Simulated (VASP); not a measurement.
Runs of VASP 6.6.1 on La. The structure is hexagonal, space group P6_3/mmc (No. 194). The conventional cell has a = 3.750 Å, b = 3.750 Å, c = 6.070 Å, α = 90.00°, β = 90.00°, γ = 120.00°. La (site symmetry -6m2) has 12 La at 3.73 to 3.75 Å as nearest neighbours. This isn't the form of La at room conditions, which is double hcp.

```tsv
task	level	potentials or basis	cell	cutoff (eV)	smearing	gap on the mesh (eV)	pressure (GPa)	relaxed volume (Å³/atom)
relaxation of cell and atoms	PW91	VASP PAW PBE potentials, release 64 (La)	relaxed	600	fermi-dirac 0.05 eV	none	0.0	(a)
relaxation of cell and atoms	AM05	VASP PAW PBE potentials, release 64 (La)	relaxed	600	fermi-dirac 0.05 eV	none	0.0	35.59
single point	PBE	VASP PAW PBE potentials, release 64 (La)	as given	520	fermi-dirac 0.05 eV	none	0.7	-
single point	LDA	VASP PAW LDA potentials, release 64 (La)	as given	520	gaussian 0.05 eV	none	-2.9	-
single point	PBE	VASP PAW PBE potentials, release 64 (La)	as given	520	gaussian 0.011 eV	none	(b)	-
```

Alike in all rows: no spin polarisation; k mesh 8 × 8 × 5.

Estimate the missing entries.

(a) 37.64; (b) 0.8.

Caveats: the PAW data sets were made with another functional, which shifts forces and pressure a little (some runs).

A k mesh can miss the band edges, and the runs leave out spin-orbit coupling on La.

A gap of «none» marks a metal or a gap under the smearing width.

Not every run made on this cell is shown here.
